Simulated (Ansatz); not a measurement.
## ZnS under strain: ³³S NMR of the central transition

Cell: a COD entry, relaxed with PBE at fixed cell and then changed (z stretched by 2 %, ions relaxed).

```cif
data_structure
_symmetry_space_group_name_H-M 'P 1'
_symmetry_Int_Tables_number 1
_cell_length_a 16.0918
_cell_length_b 16.0918
_cell_length_c 16.0918
_cell_angle_alpha 13.669
_cell_angle_beta 13.669
_cell_angle_gamma 13.669
_cell_volume 202.49
loop_
_atom_site_label
_atom_site_type_symbol
_atom_site_fract_x
_atom_site_fract_y
_atom_site_fract_z
_atom_site_occupancy
Zn1 Zn 0.00025 0.00025 0.00025 1
Zn2 Zn 0.73354 0.73354 0.73354 1
Zn3 Zn 0.46680 0.46680 0.46680 1
Zn4 Zn 0.86685 0.86685 0.86685 1
Zn5 Zn 0.60021 0.60021 0.60021 1
S6 S 0.04987 0.04987 0.04987 1
S7 S 0.78307 0.78307 0.78307 1
S8 S 0.51644 0.51644 0.51644 1
S9 S 0.91647 0.91647 0.91647 1
S10 S 0.64983 0.64983 0.64983 1
```

Atoms are numbered from 1 in the order listed; like atoms form one site, named after its first atom.

Method: Kohn–Sham DFT in Ansatz, PBE, plane waves and PAW, scalar-relativistic, 420 eV cutoff, Γ-centred 13×13×13 k-points, Fermi–Dirac smearing 0.02 eV.

³³S has I = 3/2 and Q = -69.40 mb (Pyykkö 2018); at 16.4 T its Larmor frequency is ν₀ = 53.7 MHz. Only the quadrupole interaction is simulated: positions count from each site's isotropic chemical shift, and J coupling is left out, as are shift anisotropy and dipolar coupling, which fast spinning averages.

Question: Simulate the second-order pattern (fast magic-angle spinning, Gaussian broadening 0.09 kHz) of site S8 (4 Zn at 2.36–2.37 Å).

Answer: The calculation gives C_Q = -1.27 MHz and η = 0.00, so ν_Q = 0.637 MHz and the centre of gravity lies at -14.1 ppm (-0.756 kHz).

offset (kHz), height and a bar:
```
   -1.956          0 
   -1.879          4 #
   -1.802          6 ##
   -1.725          6 ##
   -1.647          6 ##
   -1.570          7 ##
   -1.493          7 ##
   -1.416          7 ##
   -1.339          8 ##
   -1.261         15 ####
   -1.184         71 #####################
   -1.107         76 #######################
   -1.030         54 ################
   -0.953         47 ##############
   -0.876         44 #############
   -0.798         43 #############
   -0.721         43 #############
   -0.644         45 #############
   -0.567         48 ##############
   -0.490         54 ################
   -0.412         66 ####################
   -0.335        100 ##############################
   -0.258         78 #######################
   -0.181          6 ##
```

An axis of threefold or higher order runs through S8, so V_zz lies along it and η is zero.
